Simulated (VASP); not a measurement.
# Pd (Fm-3m) in VASP: settings compared, part 2 of 2

VASP 6.6.1. The steps go on from the part before.

## 6. Relaxation of cell and atoms, r2SCAN

Contents of INCAR:

```
SYSTEM = Pd
  PREC = Accurate
  ENCUT = 600
  EDIFF = 1E-6
  ISMEAR = 1
  SIGMA = 0.1
  LREAL = .FALSE.
  LASPH = .TRUE.
  NELM = 80
  ALGO = Normal
  ISIF = 3
  LWAVE = .FALSE.
  LCHARG = .FALSE.
  METAGGA = R2SCAN
  LMIXTAU = .TRUE.
  IBRION = 2
  NSW = 90
  EDIFFG = -0.01
```

Contents of KPOINTS:

```
regular mesh
0
G
  16 16 16
  0 0 0
```

Contents of POSCAR:

```
Pd
1.0
    0.0000000000      1.9465000000      1.9465000000
    1.9465000000      0.0000000000      1.9465000000
    1.9465000000      1.9465000000      0.0000000000
Pd
1
Direct
    0.0000000000      0.0000000000      0.0000000000
```

Potentials or basis: VASP PAW PBE potentials, release 64 (Pd).

Launch:

```console
cat potpaw_PBE.64/Pd/POTCAR > POTCAR
mpirun -np 1 vasp_std > vasp.out
```

OUTCAR:

```text
SYSTEM = Pd
   PREC = Accurate
   ENCUT = 600
   EDIFF = 1E-6
   ISMEAR = 1
   LREAL = .FALSE.
   LASPH = .TRUE.
   NELM = 80
   ISIF = 3
   METAGGA = R2SCAN
   IBRION = 2
   NSW = 90
   EDIFFG = -0.01

 ion  position               nearest neighbor table
   1  0.000  0.000  0.000-

  LATTYP: Found a face centered cubic cell.
 ALAT       =     3.8930000000

  Lattice vectors:

 A1 = (   0.0000000000,   1.9465000000,   1.9465000000)
 A2 = (   1.9465000000,   0.0000000000,   1.9465000000)
 A3 = (   1.9465000000,   1.9465000000,   0.0000000000)

Analysis of symmetry for initial positions (statically):
=====================================================================
 Subroutine PRICEL returns:
 Original cell was already a primitive cell.

 Routine SETGRP: Setting up the symmetry group for a
 face centered cubic supercell.

 Subroutine GETGRP returns: Found 48 space group operations
 (whereof 48 operations were pure point group operations)
 out of a pool of 48 trial point group operations.

The static configuration has the point symmetry O_h .

Analysis of symmetry for dynamics (positions and initial velocities):
=====================================================================
 Subroutine PRICEL returns:
 Original cell was already a primitive cell.

 Routine SETGRP: Setting up the symmetry group for a
 face centered cubic supercell.

 Subroutine GETGRP returns: Found 48 space group operations
 (whereof 48 operations were pure point group operations)
 out of a pool of 48 trial point group operations.

The dynamic configuration has the point symmetry O_h .

 Subroutine INISYM returns: Found 48 space group operations
 (whereof 48 operations are pure point group operations),
 and found     1 'primitive' translations

----------------------------------------------------------------------------------------

                                     Primitive cell

  volume of cell :      14.7500

  direct lattice vectors                    reciprocal lattice vectors
     0.000000000  1.946500000  1.946500000    -0.256871307  0.256871307  0.256871307
     1.946500000  0.000000000  1.946500000     0.256871307 -0.256871307  0.256871307
     1.946500000  1.946500000  0.000000000     0.256871307  0.256871307 -0.256871307

  length of vectors
     2.752766699  2.752766699  2.752766699     0.444914156  0.444914156  0.444914156

  position of ions in fractional coordinates (direct lattice)
     0.000000000  0.000000000  0.000000000

  ion indices of the primitive-cell ions
   primitive index   ion index
                 1           1

----------------------------------------------------------------------------------------

 KPOINTS: regular mesh

Automatic generation of k-mesh.
[... 27 lines left out ...]
  0.250000  0.000000  0.000000      8.000000
  0.312500  0.000000  0.000000      8.000000
[... 16 lines left out ...]
 -0.125000  0.062500  0.000000     24.000000
 -0.062500  0.062500  0.000000     12.000000
 [... further k-points ...]
   k-points           NKPTS =    145   k-points in BZ     NKDIM =    145   number of bands    NBANDS=      9
   number of dos      NEDOS =    301   number of ions     NIONS =      1
   total plane-waves  NPLWV =  13824
   dimension x,y,z NGX =    24 NGY =   24 NGZ =   24
   dimension x,y,z NGXF=    48 NGYF=   48 NGZF=   48
   ions per type =               1
   NGX,Y,Z   is equivalent  to a cutoff of  14.49, 14.49, 14.49 a.u.
   NGXF,Y,Z  is equivalent  to a cutoff of  28.99, 28.99, 28.99 a.u.
 SYSTEM =  Pd
   PREC   = accura    normal or accurate (medium, high low for compatibility)
   ISTART =      0    job   : 0-new  1-cont  2-samecut
   ICHARG =      2    charge: 1-file 2-atom 10-const
   ISPIN  =      1    spin polarized calculation?
   LNONCOLLINEAR =      F non collinear calculations
   LSORBIT =      F    spin-orbit coupling
   LASPH  =      T    aspherical Exc in radial PAW
   ENCUT  =  600.0 eV  44.10 Ry    6.64 a.u.   5.50  5.50  5.50*2*pi/ulx,y,z
   NELM   =     80;   NELMIN=  2; NELMDL= -5     # of ELM steps
   EDIFF  = 0.1E-05   stopping-criterion for ELM
   LREAL  =      F    real-space projection
   EDIFFG = -.1E-01   stopping-criterion for IOM
   NSW    =     90    number of steps for IOM
   IBRION =      2    ionic relax: 0-MD 1-quasi-New 2-CG
   NFREE  =      1    steps in history (QN), initial steepest desc. (CG)
   ISIF   =      3    stress and relaxation
   ISYM   =      2    0-nonsym 1-usesym 2-fastsym
   POTIM  = 0.5000    time-step for ionic-motion
   TEBEG  =    0.0;   TEEND  =   0.0 temperature during run
   PSTRESS=    0.0 pullay stress
   NELECT =      10.0000    total number of electrons
   NUPDOWN=      -1.0000    fix difference up-down
   EMIN   =  10.00;   EMAX   =-10.00  energy-range for DOS
   EFERMI =   0.00;   METHOD = LEGACY
   ISMEAR =     1;   SIGMA  =   0.10  broadening in eV -4-tet -1-fermi 0-gaus
   EFERMI_NEDOS =   21; number of points for ismear=-14 and -15
   IALGO  =     38    algorithm
   IMIX   =      4    mixing-type and parameters
     AMIX     =   0.40;   BMIX     =  1.00
     AMIX_MAG =   1.60;   BMIX_MAG =  1.00
  volume/ion in A,a.u.               =      14.75        99.54
  Fermi-wavevector in a.u.,A,eV,Ry     =   1.438171  2.717748 28.141404  2.068335
  Thomas-Fermi vector in A             =   2.557167
   LORBIT       =      0    0 simple, 1 ext, 2 COOP (PROOUT), +10 PAW based schemes
   METAGGA = R2SCAN    functional components
   LHFCALC =     F    Hartree Fock is set to
   AEXX    =    0.0000 exact exchange contribution
   IVDW    =     0    specifies the selected vdW correction
   LEPSILON=     F    determine dielectric tensor
   LRPA    =     F    only Hartree local field effects (RPA)
 conjugate gradient relaxation of ions
 non-spin polarized calculation
 Methfessel and Paxton  Order N= 1 SIGMA  =   0.10
  energy-cutoff  :      600.00
  volume of cell :       14.75
 maximum number of plane-waves:       531
 NGX is ok and might be reduce to    24
   NGX = 11   NGY = 11   NGZ = 11

--------------------------------------- Ionic step        1  -------------------------------------------

 number of electron      10.0000000 magnetization

 number of electron       9.9999999 magnetization

 Free energy of the ion-electron system (eV)
  ---------------------------------------------------
  ext. energy  EPLUGINS =         0.00000000
  ---------------------------------------------------
  free energy    TOTEN  =       -22.94454137 eV

  energy without entropy =      -22.94420190  energy(sigma->0) =      -22.94442821

------------------------ aborting loop because EDIFF is reached ----------------------------------------

  FORCE on cell =-STRESS in cart. coord.  units (eV):
  Direction    XX          YY          ZZ          XY          YZ          ZX
  --------------------------------------------------------------------------------------
  -------------------------------------------------------------------------------------
  Total        0.2705708      0.2705708      0.2705708      0.0000000      0.0000000      0.0000000
  in kB       29.3899155     29.3899155     29.3899155      0.0000000      0.0000000      0.0000000
  external PRESSURE =      29.3899155 kB  Pullay stress =       0.0000000 kB
[... 57 lines left out ...]
--------------------------------------- Ionic step        3  -------------------------------------------

 number of electron       9.9999999 magnetization

 Free energy of the ion-electron system (eV)
  ---------------------------------------------------
  ext. energy  EPLUGINS =         0.00000000
  ---------------------------------------------------
  free energy    TOTEN  =       -22.94651635 eV

  energy without entropy =      -22.94607998  energy(sigma->0) =      -22.94637089

 E-fermi :   9.3718     XC(G=0): -14.0163

 val. band max:        9.3567792568   @ k =   0.5000   0.1250   0.0000
 cond. band min:       9.3755383772   @ k =  -0.3125   0.3750   0.1875
 fundamental gap:      0.0187591204
 Fermi energy:         9.3717516069

 k-point     1 :       0.0000    0.0000    0.0000
  band No.  band energies     occupation
      1       2.2918      2.00000
      2       6.5191      2.00000
      3       6.5191      2.00000
      4       6.5191      2.00000
      5       8.0908      2.00000
      6       8.0908      2.00000
      7      27.3732      0.00000
      8      31.9011      0.00000
      9      32.2705      0.00000
[... 265 lines left out ...]
 k-point    24 :      -0.0625    0.0625    0.0000
  band No.  band energies     occupation
      1       2.6729      2.00000
      2       6.3718      2.00000
      3       6.6378      2.00000
      4       6.6765      2.00000
      5       7.9572      2.00000
      6       8.1168      2.00000
      7      27.7235      0.00000
      8      30.3757      0.00000
      9      31.9437      0.00000

 [... further k-points ...]
[... 5 lines left out ...]
  --------------------------------------------------------------------------------------
  -------------------------------------------------------------------------------------
  Total        0.0047760      0.0047760      0.0047760      0.0000000      0.0000000      0.0000000
  in kB        0.5110535      0.5110535      0.5110535      0.0000000      0.0000000      0.0000000
  external PRESSURE =       0.5110535 kB  Pullay stress =       0.0000000 kB
[... 16 lines left out ...]
  FREE ENERGIE OF THE ION-ELECTRON SYSTEM (eV)
  ---------------------------------------------------
  free  energy   TOTEN  =       -22.9465163460 eV

  energy  without entropy=      -22.9460799816  energy(sigma->0) =      -22.94637089

 reached required accuracy - stopping structural energy minimisation
```

Wall time 1.7 min (1 thread of Intel Xeon Platinum 8559C (Emerald Rapids), shared host); peak memory 0.17 GiB.

What came out:

```yaml
Free_energy: -22.9465 eV
Relaxed_volume: 14.97 Å³/atom
Relaxed_cell: a = 2.767 Å, b = 2.767 Å, c = 2.767 Å, α = 60.00°, β = 60.00°, γ = 60.00°
Space_group_after_relaxing_to_0.05_Å: Fm-3m (No. 225)
Energy_gained_by_relaxing: 2.0 meV/atom
Ionic_steps: 3
Pressure_after_relaxing: 0.1 GPa
Band_gap_on_the_k_mesh: none (metal or under the smearing width)
```

Step by step:
```
step  energy change (eV)  largest force (eV/Å)  pressure (GPa)  volume (Å³)
   1              0.0000                0.0000            2.94        14.75
   2              0.0029                0.0000           -4.21        15.34
   3             -0.0020                0.0000            0.05        14.97
```

Final structure:
```xyz
1
Lattice="0.0000 1.9563 1.9563 1.9563 0.0000 1.9563 1.9563 1.9563 0.0000" Properties=species:S:1:pos:R:3 pbc="T T T"
Pd    0.0000    0.0000    0.0000
```

Caveat: the PAW data sets were made with another functional, which shifts forces and pressure a little. Zero-point motion and thermal expansion aren't in these numbers.

## 7. Overview

| level | k mesh | cutoff (eV) | gap on the mesh (eV) | pressure (GPa) | relaxed volume (Å³/atom) |
| --- | --- | --- | --- | --- | --- |
| RPBE | 16 × 16 × 16 | 600 | none | 0.0 | - |
| PBE | 8 × 8 × 8 | 300 | none | 0.0 | 15.35 |
| r2SCAN | 16 × 16 × 16 | 600 | none | 0.1 | 14.97 |

Alike in all rows: task relaxation of cell and atoms; potentials or basis VASP PAW PBE potentials, release 64 (Pd); no spin polarisation; cell relaxed; smearing methfessel-paxton 0.1 eV.

Caveats: the PAW data sets were made with another functional, which shifts forces and pressure a little (some runs); the relaxation stopped at its first step, so nothing moved (some runs); the cutoff is under 1.25 times the usual one of these potentials, so pressure, stress and relaxed cells hold a basis-set (Pulay) error (some runs).

Absolute energies hang on the potentials; compare differences alone.
